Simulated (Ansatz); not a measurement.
## ZrN under pressure

The calculation used Ansatz, DFT PBE, scalar-relativistic, plane waves, PAW. Run with 420 eV cutoff, 16×16×16 k-mesh, Gaussian smearing of 0.10 eV, no spin polarisation.

Starting point, cell and atoms relaxed:

```xyz
2
Lattice="0.0000 2.2973 2.2973 2.2973 0.0000 2.2973 2.2973 2.2973 0.0000" Properties=species:S:1:pos:R:3 pbc="T T T"
Zr    2.2973    2.2973    2.2973
N     0.0000    0.0000    0.0000
```

Cell and atoms are relaxed at each pressure within the symmetry of the start, at zero temperature, so transitions that lower the symmetry aren't seen. The k-mesh given is that at zero pressure and may differ at others. a, b and c are the lengths of the cell vectors above.

A cell with an odd number of electrons and no spin polarisation is a metal by construction and may be lower with spin.

Pressures computed: -1, 1, 4, 12, 25, 50, 90 GPa.

(1) At which pressure does the cell have a = 3.253, b = 3.253 and c = 3.253 Å?

Answers

(1) About -1 GPa, where V/V0 = 1.004.